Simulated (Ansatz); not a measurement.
# Cs (simple hexagonal type): the cost of one run

Method: DFT PBE, with the methods named in each step, in Ansatz 0.2.0.

**1. The system as given**

It takes space group P6/mmm (No. 191, hexagonal). Conventional cell: a = 5.300 Å, b = 5.300 Å, c = 4.982 Å, α = 90.00°, β = 90.00°, γ = 120.00°.

Coordinates:

```xyz
1
Lattice="5.3002 0.0000 0.0000 -2.6501 4.5901 0.0000 0.0000 0.0000 4.9822" Properties=species:S:1:pos:R:3 pbc="T T T"
Cs    0.0000    0.0000    0.0000
```

Whether this phase is the stable one at these pressures isn't tested.

**2. The reference volume, LAPW**

The input, input.yaml:

```yaml
crystal:
  lattice:
    - [5.3002269806, 0.0, 0.0]
    - [-2.6501134903, 4.5901312111, 0.0]
    - [0.0, 0.0, 4.9822133618]
  atoms:
    - { symbol: Cs, position: [0.0, 0.0, 0.0] }
kpoints:
  mp_grid: { grid: [8, 8, 8] }
  band_path:
    path:
      - [0.0, 0.0, 0.0]
      - [0.5, 0.0, 0.0]
      - [0.3333333333, 0.3333333333, 0.0]
      - [0.0, 0.0, 0.0]
      - [0.0, 0.0, 0.5]
      - [0.5, 0.0, 0.5]
      - [0.3333333333, 0.3333333333, 0.5]
      - [0.0, 0.0, 0.5]
      - [0.5, 0.0, 0.5]
    npoints: 14
scf:
  occupations: { method: fermi_dirac, width: 0.08 }
hamiltonian:
  xc: pbe
  pseudopotentials: { kind: all_electron, lapw: { basis_error: 0.001 } }
output:
  forces: true
  stress: true
  eigenvalues: true
  populations: true
  dos: { projected: true, de: 0.2, e_range: [-14, 8] }
```

Started as:

```sh
ansatz run input.yaml --threads 1 --pin off --max-ram 2048MiB --backend cpu --events-out ev --progress --plain --runs-dir out
```

What time and memory should one allow on 1 thread of Intel Xeon Platinum 8259CL at 2.50GHz (Skylake/Cascade Lake), shared host?

About 9.3 s, with a peak of 0.27 GiB.
